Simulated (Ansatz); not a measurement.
CuO: magnetovolume behaviour

All numbers below come from DFT r2SCAN+U, scalar-relativistic, plane waves, PAW in Ansatz 0.2.0.

```cif
data_structure
_symmetry_space_group_name_H-M 'P 1'
_symmetry_Int_Tables_number 1
_cell_length_a 2.9040
_cell_length_b 2.9040
_cell_length_c 5.1321
_cell_angle_alpha 97.781
_cell_angle_beta 97.781
_cell_angle_gamma 72.316
_cell_volume 40.65
loop_
_atom_site_label
_atom_site_type_symbol
_atom_site_fract_x
_atom_site_fract_y
_atom_site_fract_z
_atom_site_occupancy
Cu1 Cu 0.00320 0.49680 0.00000 1
Cu2 Cu 0.49680 0.00320 0.50000 1
O1 O 0.57140 0.40560 0.25370 1
O2 O 0.40560 0.57140 0.75370 1
```

```json
{
  "plane-wave cutoff": "500 eV",
  "Γ-centred k-mesh": "10×10×6",
  "occupation rule": "Gaussian smearing, 0.02 eV",
  "U_eff on Löwdin-orthogonalised atomic d orbitals": "Cu 4 eV",
  "list of starting moments (μB, in atom order)": "1 1 0 0",
  "check for lower electronic states after the SCF": "asked for but not made"
}
```

The cell is scaled evenly at fixed fractional positions, V₀ being the volume of the cell shown; start: ferromagnetic. The states are those that the runs reached from these starts; a lower one can exist. Energies are extrapolated to zero smearing.

Site moments are spin moments in atom-centred spheres that scale with the neighbour distance.

```json
{"V/V₀": "1.000", "E above lowest (meV/atom)": "0.0", "P (GPa)": "1.3", "cell moment (μB)": "2.00", "site moments (μB)": "Cu +0.70 (×2), O +0.29 (×2)"}
{"V/V₀": "1.040", "E above lowest (meV/atom)": "5.6", "P (GPa)": "-5.5", "cell moment (μB)": "2.00", "site moments (μB)": "Cu +0.70 (×2), O +0.30 (×2)"}
{"V/V₀": "1.100", "E above lowest (meV/atom)": "41.9", "P (GPa)": "-13.2", "cell moment (μB)": "2.00", "site moments (μB)": "Cu +0.69 (×2), O +0.30 (×2)"}
{"V/V₀": "1.180", "E above lowest (meV/atom)": "?", "P (GPa)": "?", "cell moment (μB)": "?", "site moments (μB)": "?"}
```

Task: Fill in the withheld rows.

Result: The withheld rows:

```json
{"V/V₀": "1.180", "E above lowest (meV/atom)": "128.0", "P (GPa)": "-20.2", "cell moment (μB)": "2.00", "site moments (μB)": "Cu +0.69 (×2), O +0.31 (×2)"}
```

Cost: 4 runs of about 14 core-minutes in all, on Intel Xeon Platinum 8259CL (Skylake/Cascade Lake) (shared hosts).